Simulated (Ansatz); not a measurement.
# PtS2 (P-3m1) in Ansatz: equation of state

Aim: energy against volume of PtS2 in PBE, for its equilibrium volume and stiffness.

Everything below comes from runs of Ansatz 0.2.0. Logs are shortened: lines on timing, memory, paths and dates and some standing lists are left out, and cuts for length are marked.

### 1 The crystal as given

The structure is trigonal, space group P-3m1 (No. 164). The conventional cell has a = 3.543 Å, b = 3.543 Å, c = 5.039 Å, α = 90.00°, β = 90.00°, γ = 120.00°. Pt (site symmetry -3m) is surrounded by 6 S at 2.34 Å. Around S (site symmetry 3m) lie 3 Pt at 2.34 Å.

### 2 Single point, PBE, 17.17 Å³/atom (volume scaled by 0.94)

input.yaml reads:

```yaml
crystal:
  lattice:
    - [3.4708695004, 0.0, 0.0]
    - [-1.7354347502, 3.0058611606, 0.0]
    - [0.0, 0.0, 4.9359384846]
  atoms:
    - { symbol: Pt, position: [0.0, 0.0, 0.0] }
    - { symbol: S, position: [0.6666666667, 0.3333333333, 0.773] }
    - { symbol: S, position: [0.3333333333, 0.6666666667, 0.227] }
hamiltonian:
  xc: pbe
  pseudopotentials: { kind: paw }
kpoints:
  mp_grid: { grid: [9, 9, 5] }
scf:
  occupations: { method: fermi_dirac, width: 0.05 }
output:
  forces: true
  stress: true
  eigenvalues: true
  write_density: true
  write_potential: true
  elf: true
  volumetric_format: npy
```

Potentials or basis: Ansatz PAW.

Command:

```sh
> ansatz run input.yaml --threads 2 --pin off --max-ram 5120MiB --backend cpu --events-out ev --progress --plain --runs-dir out
```

The program printed:

```text
Warning: RAYON_NUM_THREADS=2 ignored (pool sized by the plan → 2); use --threads N
Engine: ansatz 0.2.0, aarch64-unknown-linux-gnu
Pseudopotentials: kind: paw
Pseudopotential: Pt, paw, valence charge 18, recommended cutoff 420 eV (normal), Pt.paw.azcp
Pseudopotential: S, paw, valence charge 6, recommended cutoff 420 eV (normal), S.paw.azcp
Functional definition: PBE
  parameter kappa = 0.804
  parameter beta = 0.06672455060314922
  exchange = pbe_x(kappa = kappa, mu = beta*pi^2/3)
  correlation = pbe_c(beta = beta)
Crystal: 3 atoms, lattice volume = 51.496 Å³
Basis set: ecut = 420 eV, 1007 PW (Γ), exchange–correlation on 48×48×72 points (8 copies of the dense FFT grid, shifted against one another)
Bands: 19, of which v1, the nominal top of the filled ones, is band 15 counted from 1 (14 counted from 0)
Symmetry: 12 space group operations
Space group: P-3m1 (ITA 164), of the structure as read, at distance tolerance 3.7e-5 Å
k-points: 50 of 405
Non-local potential: Pt, projectors of the file, l = 0: 3, l = 1: 2, l = 2: 2, l = 3: 1
Non-local potential: S, projectors of the file, l = 0: 2, l = 1: 2, l = 2: 2
PAW form: soft (Blöchl's): semilocal exchange-correlation on the pseudo side does not see the compensation charge
PAW one-centre angular grid: Pt, 590 points (default); XC on 64 Gauss nodes
PAW one-centre angular grid: S, 110 points (default); XC on 64 Gauss nodes
Initial density: superposition of atomic densities (neutral atoms: chi_scale 0, normalization atom), corrected by the library's trained network
Initial wavefunctions: pseudopotential atomic-orbital guess
Functional: x = pbe(κ = 0.804, μ = 0.2195149727645171), c = pbe(β = 0.06672455060314922)
SCF iter   1: F=—  HF=-14327.699544 eV  |F-HF|=—  |Δ(HF+E_count)|=         —  Δρ=3.86e-3  dr2=7.90e-3  ethr=1.77e-3  ⟨swp⟩=5.6  Hψ=4860  notcnv=0
preconditioner: auto → Resta (q_TF=auto, 2.493 Å⁻¹)  ε∞=6.4  [insulator: Δε(μ)=1.084 eV  Ē_g=10.417 eV  σ=0.050 eV  W_gap=1.00  n_scr=20 (ndim 8)  ℏωp=24.3 eV  f_vac=0.017  D(μ)=0.00/eV (n_scr^D=0)  ε∞_Penn≈6.4]
SCF iter   2: F=—  HF=-14327.698276 eV  |F-HF|=—  |Δ(HF+E_count)|=   1.27e-3  Δρ=2.03e-3  dr2=2.79e-3  ethr=2.63e-5  ⟨swp⟩=2.0  Hψ=1557  notcnv=0
SCF iter   3: F=—  HF=-14327.698182 eV  |F-HF|=—  |Δ(HF+E_count)|=   9.39e-5  Δρ=5.90e-4  dr2=2.02e-4  ethr=9.31e-6  ⟨swp⟩=2.0  Hψ=1504  notcnv=0
SCF iter   4: F=—  HF=-14327.698166 eV  |F-HF|=—  |Δ(HF+E_count)|=   1.60e-5  Δρ=2.36e-4  dr2=2.65e-5  ethr=6.74e-7  ⟨swp⟩=2.8  Hψ=1502  notcnv=0
SCF iter   5: F=—  HF=-14327.698165 eV  |F-HF|=—  |Δ(HF+E_count)|=   1.27e-6  Δρ=8.05e-5  dr2=5.44e-6  ethr=8.82e-8  ⟨swp⟩=2.0  Hψ=1420  notcnv=0
SCF iter   6: F=—  HF=-14327.698165 eV  |F-HF|=—  |Δ(HF+E_count)|=   1.56e-7  Δρ=3.16e-5  dr2=7.15e-7  ethr=1.81e-8  ⟨swp⟩=2.0  Hψ=1372  notcnv=0
SCF iter   7: F=-14327.698165 eV  HF=-14327.698165 eV  |F-HF|=1.58e-8  |Δ(HF+E_count)|=   2.07e-7  Δρ=4.50e-6  dr2=1.02e-8  ethr=3.33e-10  ⟨swp⟩=7.0  Hψ=6439  notcnv=0
SCF 1 converged in 7 iterations: F = -14327.698165 eV  dr2 = 1.02e-8
SCF converged after 7 iterations
Free energy (F): -14327.698165 eV
Harris-Foulkes:  -14327.698165 eV  (|F-HF|=1.58e-8)
Internal energy: -14327.698163 eV  (E = F + TS)
E sigma→0 (E₀):  -14327.698164 eV
Entropy (-TS):   -0.000002 eV (-0.001 meV/atom)
Fermi energy:    12.671628 eV
--- Per-component energies (eV) ---
  E_band       = -294.747037
  E_kinetic    = 861.056991
  E_local      = -3067.792512  (includes V_loc(G=0)·N_el)
  E_nonlocal   = 255.142632
  E_hartree    = 1219.218031
  E_xc         = -459.983557
  E_vxc        = -483.108928  (∫ρ·V_xc dr)
  E_paw        = -10654.491804  (= ΣΔE_a)
  E_vpaw       = -298.480339  (= ΣTr[D̂ρ^β])
  E_aug_tail   = 0.000195  (compensation charges beyond the density's cutoff)
  E_ewald      = -2480.848139
  E_smearing   = -0.000002  (= −TS)
  E_closure    = -0.000000  (closes the sum)
  Σ components = -14327.698165   (vs F -14327.698165, Δ=0.00e0)
--- Forces (eV/Å), atoms counted from 1 ---
  atom   1  Pt    -0.00000000    -0.00000000     0.00000000
  atom   2  S     -0.00000000    -0.00000000    -2.31715250
  atom   3  S      0.00000000     0.00000000     2.31715250
  max |Σ_I F_I| component: 6.94e-18 eV/Å
--- Stress (GPa, compression-positive) ---
       26.620528      -0.000000       0.000000
       -0.000000      26.620528       0.000000
        0.000000       0.000000      19.163324
  P = ⅓ Tr σ = 24.1348 GPa (241.348 kbar)
--- Band table (eV; the first three rows and the last of 50) ---
  k-point 0: bands = ["-87.6480", "-41.9457", "-41.9457", "-41.7614", "-4.0536", "-0.3816", "4.5073", "4.5073", "4.6743", "7.7622", "7.7622", "10.2248", "10.9233", "10.9233", "11.9465", "14.7750", "14.7750", "16.8322", "18.4240"]
  k-point 1: bands = ["-87.6480", "-41.9457", "-41.9457", "-41.7614", "-3.9627", "-0.6668", "4.5144", "4.5144", "5.1197", "7.7527", "7.7527", "10.0395", "10.8503", "10.8503", "11.6784", "14.9568", "14.9568", "16.9241", "19.0410"]
  k-point 2: bands = ["-87.6480", "-41.9457", "-41.9457", "-41.7614", "-3.7909", "-1.1079", "4.5260", "4.5260", "5.9131", "7.7379", "7.7379", "9.5356", "10.7380", "10.7380", "11.3598", "15.2724", "15.2724", "17.3455", "19.6796"]
  k-point 49: bands = ["-87.6473", "-41.9685", "-41.9685", "-41.7567", "-1.5002", "-1.5002", "5.0379", "5.0379", "5.1424", "7.4483", "7.4483", "8.1729", "8.4210", "10.1514", "10.1514", "14.3829", "14.3829", "19.4693", "20.1010"]
```

Run time: 1.6 s. Hardware: 2 threads of Arm Neoverse V2, shared host; peak memory 0.34 GiB.

Results:

* Free energy: -14327.6982 eV
* Pressure: 24.1 GPa
* Largest force: 2.317 eV/Å
* Band gap on the k mesh: 1.08 eV, indirect (least direct gap 1.13 eV)

Caveat: odd divisions of the mesh miss points on the zone boundary, where band edges often lie, so the gap on the mesh can be too wide; spin-orbit coupling is left out, which moves the levels of the heavy elements; forces of over 1 eV/Å show positions far from the minimum, so gaps and moduli don't describe the material at rest.

### 3 Single point, PBE, 17.53 Å³/atom (volume scaled by 0.96)

Changes to input.yaml since step 2:

```diff
@@ -2,5 +2,5 @@
   lattice:
-    - [3.4708695004, 0.0, 0.0]
-    - [-1.7354347502, 3.0058611606, 0.0]
-    - [0.0, 0.0, 4.9359384846]
+    - [3.4953130487, 0.0, 0.0]
+    - [-1.7476565244, 3.0270298944, 0.0]
+    - [0.0, 0.0, 4.9706997601]
   atoms:
```

Potentials or basis: Ansatz PAW.

Command:

```sh
> ansatz run input.yaml --threads 2 --pin off --max-ram 5120MiB --backend cpu --events-out ev --progress --plain --runs-dir out
```

It took 1.6 s on 2 threads of Arm Neoverse V2, shared host; peak memory 0.34 GiB.

Results (log left out):

- Free energy: -14327.8470 eV
- Pressure: 19.5 GPa
- Largest force: 1.934 eV/Å
- Band gap on the k mesh: 1.06 eV, indirect (least direct gap 1.11 eV)

Caveat: odd divisions of the mesh miss points on the zone boundary, where band edges often lie, so the gap on the mesh can be too wide; spin-orbit coupling is left out, which moves the levels of the heavy elements; forces of over 1 eV/Å show positions far from the minimum, so gaps and moduli don't describe the material at rest.

### 4 Single point, PBE, 17.90 Å³/atom (volume scaled by 0.98)

Changes to input.yaml since step 3:

```diff
@@ -2,5 +2,5 @@
   lattice:
-    - [3.4953130487, 0.0, 0.0]
-    - [-1.7476565244, 3.0270298944, 0.0]
-    - [0.0, 0.0, 4.9706997601]
+    - [3.5194194177, 0.0, 0.0]
+    - [-1.7597097089, 3.0479066223, 0.0]
+    - [0.0, 0.0, 5.0049815314]
   atoms:
```

Command:

```sh
> ansatz run input.yaml --threads 2 --pin off --max-ram 5120MiB --backend cpu --events-out ev --progress --plain --runs-dir out
```

Wall time 1.6 s (2 threads of Arm Neoverse V2, shared host); peak memory 0.34 GiB.

It converged, with:

```yaml
Free_energy: -14327.9659 eV
Pressure: 15.3 GPa
Largest_force: 1.581 eV/Å
Band_gap_on_the_k_mesh: 1.04 eV, indirect (least direct gap 1.09 eV)
```

Caveat: odd divisions of the mesh miss points on the zone boundary, where band edges often lie, so the gap on the mesh can be too wide; spin-orbit coupling is left out, which moves the levels of the heavy elements; forces of over 1 eV/Å show positions far from the minimum, so gaps and moduli don't describe the material at rest.

### 5 Single point, PBE, 18.26 Å³/atom

Changes to input.yaml since step 4:

```diff
@@ -2,5 +2,5 @@
   lattice:
-    - [3.5194194177, 0.0, 0.0]
-    - [-1.7597097089, 3.0479066223, 0.0]
-    - [0.0, 0.0, 5.0049815314]
+    - [3.5432, 0.0, 0.0]
+    - [-1.7716, 3.0685012107, 0.0]
+    - [0.0, 0.0, 5.0388]
   atoms:
@@ -20,5 +20 @@
   eigenvalues: true
-  write_density: true
-  write_potential: true
-  elf: true
-  volumetric_format: npy
```

Command:

```sh
> ansatz run input.yaml --threads 2 --pin off --max-ram 5120MiB --backend cpu --events-out ev --progress --plain --runs-dir out
```

Run time: 1.2 s. Hardware: 2 threads of Arm Neoverse V2, shared host; peak memory 0.33 GiB.

It converged, with:

* Free energy: -14328.0577 eV
* Pressure: 11.6 GPa
* Largest force: 1.257 eV/Å
* Band gap on the k mesh: 1.02 eV, indirect (least direct gap 1.07 eV)

Caveat: odd divisions of the mesh miss points on the zone boundary, where band edges often lie, so the gap on the mesh can be too wide; spin-orbit coupling is left out, which moves the levels of the heavy elements; forces of over 1 eV/Å show positions far from the minimum, so gaps and moduli don't describe the material at rest.

### 6 Single point, PBE, 18.63 Å³/atom (volume scaled by 1.02)

Changes to input.yaml since step 5:

```diff
@@ -2,5 +2,5 @@
   lattice:
-    - [3.5432, 0.0, 0.0]
-    - [-1.7716, 3.0685012107, 0.0]
-    - [0.0, 0.0, 5.0388]
+    - [3.5666655845, 0.0, 0.0]
+    - [-1.7833327923, 3.088823003, 0.0]
+    - [0.0, 0.0, 5.0721705089]
   atoms:
@@ -20 +20,5 @@
   eigenvalues: true
+  write_density: true
+  write_potential: true
+  elf: true
+  volumetric_format: npy
```

Potentials or basis: Ansatz PAW.

Command:

```sh
> ansatz run input.yaml --threads 2 --pin off --max-ram 5120MiB --backend cpu --events-out ev --progress --plain --runs-dir out
```

It took 1.6 s on 2 threads of Arm Neoverse V2, shared host; peak memory 0.34 GiB.

The run converged. Its results:

```yaml
Free_energy: -14328.1253 eV
Pressure: 8.2 GPa
Largest_force: 0.957 eV/Å
Band_gap_on_the_k_mesh: 1.00 eV, indirect (least direct gap 1.05 eV)
```

Caveat: odd divisions of the mesh miss points on the zone boundary, where band edges often lie, so the gap on the mesh can be too wide; spin-orbit coupling is left out, which moves the levels of the heavy elements.

### 7 Single point, PBE, 18.99 Å³/atom (volume scaled by 1.04)

Changes to input.yaml since step 6:

```diff
@@ -2,5 +2,5 @@
   lattice:
-    - [3.5666655845, 0.0, 0.0]
-    - [-1.7833327923, 3.088823003, 0.0]
-    - [0.0, 0.0, 5.0721705089]
+    - [3.5898263996, 0.0, 0.0]
+    - [-1.7949131998, 3.1088808573, 0.0]
+    - [0.0, 0.0, 5.105107604]
   atoms:
```

Command:

```sh
> ansatz run input.yaml --threads 2 --pin off --max-ram 5120MiB --backend cpu --events-out ev --progress --plain --runs-dir out
```

It took 1.6 s on 2 threads of Arm Neoverse V2, shared host; peak memory 0.34 GiB.

The run converged. Its results:

- Free energy: -14328.1712 eV
- Pressure: 5.2 GPa
- Largest force: 0.681 eV/Å
- Band gap on the k mesh: 0.97 eV, indirect (least direct gap 1.03 eV)

Caveat: odd divisions of the mesh miss points on the zone boundary, where band edges often lie, so the gap on the mesh can be too wide; spin-orbit coupling is left out, which moves the levels of the heavy elements.

### 8 Single point, PBE, 19.36 Å³/atom (volume scaled by 1.06)

Changes to input.yaml since step 7:

```diff
@@ -2,5 +2,5 @@
   lattice:
-    - [3.5898263996, 0.0, 0.0]
-    - [-1.7949131998, 3.1088808573, 0.0]
-    - [0.0, 0.0, 5.105107604]
+    - [3.6126921524, 0.0, 0.0]
+    - [-1.8063460762, 3.12868318, 0.0]
+    - [0.0, 0.0, 5.1376250896]
   atoms:
@@ -20,5 +20 @@
   eigenvalues: true
-  write_density: true
-  write_potential: true
-  elf: true
-  volumetric_format: npy
```

Command:

```sh
> ansatz run input.yaml --threads 2 --pin off --max-ram 5120MiB --backend cpu --events-out ev --progress --plain --runs-dir out
```

Wall time 1.3 s (2 threads of Arm Neoverse V2, shared host); peak memory 0.34 GiB.

Results (log left out):

```yaml
Free_energy: -14328.1976 eV
Pressure: 2.5 GPa
Largest_force: 0.426 eV/Å
Band_gap_on_the_k_mesh: 0.95 eV, indirect (least direct gap 1.01 eV)
```

Caveat: odd divisions of the mesh miss points on the zone boundary, where band edges often lie, so the gap on the mesh can be too wide; spin-orbit coupling is left out, which moves the levels of the heavy elements.

### 9 Equation of state, PBE

Potentials or basis: Ansatz PAW.

No new run: the results of the series are fitted here.

What came out:

```yaml
Equilibrium_volume: "19.74 Å³/atom (rough: see the caveat)"
Bulk_modulus_at_fixed_shape_and_positions: 124 GPa (rough)
```

Energy against volume, from the lowest point:
```csv
volume (Å³/atom),energy (meV/atom)
17.165,166.47
17.531,116.84
17.896,77.24
18.261,46.63
18.626,24.09
18.992,8.80
19.357,0.00
```

Caveat: the minimum lies outside the volumes run; the cell was scaled at fixed shape and fractional positions, which overstates the stiffness of a crystal with free parameters, most of all of layers and chains.
